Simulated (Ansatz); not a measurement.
Consider the formal exchange of groups at the Sn–H bond: `O[CH2][SnH3]` + `CCC(=O)S` → `O[CH2][SnH2][SH]` + `CCC=O`.

Program: Ansatz. Geometries: PBE0-D4/def2-TZVP. ΔE: electronic, gas phase. CCSD(T)/CBS is the MP2 limit (def2-TZVPP, def2-QZVPP) plus CCSD(T) − MP2 in def2-TZVPP, frozen cores. Elements past krypton have def2 core potentials. For Sn outer-core shells are correlated without core-valence functions, which leaves a few kJ/mol of doubt a bond. Each species was taken in one conformer, which may not be the lowest.

`O[CH2][SnH3]`:

```xyz
9

O     0.880   -0.567    1.554
C     0.142    0.447    0.902
Sn   -0.248   -0.015   -1.187
H     0.350   -1.368    1.580
H     0.750    1.351    0.945
H    -0.803    0.664    1.413
H    -0.862   -1.614   -1.239
H    -1.402    1.049   -1.866
H     1.193    0.052   -2.100
```

`CCC(=O)S`:

Cartesian coordinates in Å:
```
C -0.529 -1.258 0.739
C -0.524 0.188 0.291
C 0.650 0.526 -0.594
O 1.501 -0.248 -0.924
S 0.647 2.241 -1.117
H -0.568 -1.933 -0.117
H 0.375 -1.497 1.301
H -1.393 -1.456 1.374
H -0.500 0.874 1.144
H -1.435 0.441 -0.263
H 1.776 2.121 -1.833
```

`O[CH2][SnH2][SH]`:

Z-matrix (Å, degrees):
```
C
Sn 1 2.174
O 1 1.404 2 109.8
H 1 1.097 2 108.7 3 123.5
H 1 1.091 2 109.7 3 -118.4
S 2 2.427 1 99.5 3 -33.6
H 2 1.708 1 115.6 3 -147.2
H 2 1.706 1 114.8 3 80.9
H 3 0.967 1 108.4 2 46.2
H 6 1.343 2 93.6 1 93.3
```

`CCC=O`:

Z-matrix (Å, degrees):
```
C
C 1 1.524
H 1 1.091 2 110.8
H 1 1.093 2 111.3 3 119.8
H 1 1.092 2 111.1 3 -120.0
C 2 1.499 1 111.6 3 -175.3
H 2 1.091 1 112.2 3 62.4
H 2 1.098 1 109.4 3 -57.3
O 6 1.200 2 125.2 1 -126.5
H 6 1.115 2 114.5 1 53.2
```

```
           species  CCSD(T)/CBS(def2) energy (Eh)
    `O[CH2][SnH3]`                     -330.81397
        `CCC(=O)S`                     -590.71984
`O[CH2][SnH2][SH]`                     -728.63324
           `CCC=O`                     -192.92825
```

Problem. Work out ΔE.

Solution. ΔE = (-728.63324) + (-192.92825) − (-330.81397) − (-590.71984) = -0.02768 Eh = -72.7 kJ/mol.

Largest T1 diagnostic among the species: 0.014.

From PBE to PBE0 (25 % exact exchange), in def2-TZVPP and without D4, ΔE moves by −6.3 kJ/mol. In def2-TZVPP, CCSD(T) changes the Hartree–Fock value by +11.1 kJ/mol (the triples alone add +3.2 kJ/mol) and MP2 by +8.9 kJ/mol.
